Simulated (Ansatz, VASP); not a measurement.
MoS4: VASP beside Ansatz

```
S Mo
1.0
     3.14150    0.00000    0.00000
    -1.57075    2.72062    0.00000
     0.00000    0.00000   48.55844
S Mo
4 1
Direct
  0.33333 0.66667 0.17505
  0.33333 0.66667 0.46791
  0.33333 0.66667 0.53209
  0.33333 0.66667 0.82495
  0.00000 0.00000 0.50000
```

Alike in both runs: functional PBEsol; k mesh 9 × 9 × 1; occupations gaussian, width 0.05 eV; no spin polarisation.

Ansatz relaxed the structure, and its values are those at the end. VASP's run is a single point on that final structure, the one shown.

|  | VASP | Ansatz |
| --- | --- | --- |
| version | VASP 6.6.1 | Ansatz 0.2.0 |
| potentials or method | VASP PAW PBE potentials, release 64 (S, Mo_sv) | scalar-relativistic, plane waves, PAW |
| plane-wave cutoff (eV) | 520 | 420 |
| valence electrons in the cell | 38 | 38 |

|  | VASP | Ansatz | Ansatz less VASP |
| --- | --- | --- | --- |
| gap on the k mesh at the Fermi level (eV) | none | none | - |
| rms of the force components (eV/Å) | 0.004 | 0.003 | -0.0015 |

A gap of «none» marks a metal or a gap that the smearing closes. Ansatz warned: «xc_potential_rough_in_thin_density».

Caveats: the PAW data sets were made with another functional, which shifts forces and pressure a little (VASP).
